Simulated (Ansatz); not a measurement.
BaTiO₃: the change of largest V_zz and pressure with volume scale

Periodic Kohn-Sham DFT of a crystal at fixed atoms, scaled to volume_scale times the given cell; pressure positive in compression, energy less spherical unpolarised free atoms, largest_vzz the field gradient of largest size among the nuclei. The results are calculated, by Ansatz 0.2.0.

The cell before it is scaled or strained (space group Pm-3m, No. 221):
```
CELL_PARAMETERS angstrom
4.00730 0.00000 0.00000
0.00000 4.00730 0.00000
0.00000 0.00000 4.00730
ATOMIC_POSITIONS crystal
Ba 0.50000 0.50000 0.50000
Ti 0.00000 0.00000 0.00000
O 0.50000 0.00000 0.00000
O 0.00000 0.50000 0.00000
O 0.00000 0.00000 0.50000
```

Settings of every row: method frozen-core PAW; functional PBE; relativity scalar; k mesh 8x8x8; filling fermi-dirac; smearing width 0.05 eV; wave cutoff 420 eV; paw set soft_2.

Atom start moment: 0 on all atoms.

Limits: field gradient without spin-orbit coupling on heavy atoms; no spin-orbit coupling on heavy atoms.

| row | volume scale | V (Å³/atom) | largest V_zz (1e21 V/m^2) | pressure (GPa) |
| --- | --- | --- | --- | --- |
| 1 | 0.94 | 12.098 | 2.055 | 13.532 |
| 2 | 0.96 | 12.355 | 2.243 | 9.07 |
| 3 | 0.98 | 12.613 | 2.426 | 5.071 |
| 4 | 0.99 | 12.742 | ? | ? |
| 5 | 1 | 12.87 | 2.605 | 1.487 |
| 6 | 1.01 | 12.999 | 2.691 | -0.164 |
| 7 | 1.02 | 13.128 | 2.775 | -1.728 |
| 8 | 1.04 | 13.385 | 2.939 | -4.611 |
| 9 | 1.06 | 13.642 | 3.095 | -7.192 |

Question: what largest V_zz and pressure should row 4 give?

Worked fit of largest V_zz. Take t = volume scale − 1. The shown rows have t = -0.06, -0.04, -0.02, 0, 0.01, 0.02, 0.04, 0.06. Least squares give largest V_zz = 2.6044 + 8.681 × t − 8.2 × t² 1e21 V/m^2; a straight line predicts inner rows, each left out in turn, worse (root mean square 0.0096 against 0.0011 1e21 V/m^2). The rows lie off it by 0.001, -0.001, -0.001, 0.001, 0.001, 0.000, 0.000, -0.001. The withheld row has t = -0.01, so the fit gives 2.6044 + 8.681 × (-0.01) − 8.2 × (-0.01)² = 2.517 1e21 V/m^2.

The calculation gave 2.517 1e21 V/m^2. The fit meets it to the printed digit.

Worked fit of pressure. Take u = (V_r/V)^(2/3) − 1 with V_r = 12.934 Å³ an atom, which is twice the finite (Eulerian) strain; such expansions in the strain, on which the Birch-Murnaghan equation of state is built, carry the rest volume and the bulk modulus. The shown rows have u = 0.04555, 0.031, 0.0169, 0.00331, -0.00334, -0.00988, -0.02259, -0.03491. Least squares give pressure = 0.6582 + 248.731 × u + 709.07 × u² + 762 × u³ GPa; a parabola predicts inner rows, each left out in turn, worse (root mean square 0.013 against 0.0045 GPa). The rows lie off it by 0.001, -0.003, 0.003, -0.002, 0.001, 0.003, -0.003, 0.001. The pressure vanishes at u = -0.0027, or V = 12.99 Å³ an atom, and there the bulk modulus at fixed shape and fractions is B = −V dP/dV = (2/3)(1 + u) dP/du = 163 GPa. The withheld row has u = 0.01002, so the fit gives 0.6582 + 248.731 × (0.01002) + 709.07 × (0.01002)² + 762 × (0.01002)³ = 3.222 GPa.

The calculation gave 3.23 GPa. The fit lies 0.008 GPa (0.039 % of the column's range) below it; its largest miss of a shown row is 0.003 GPa.
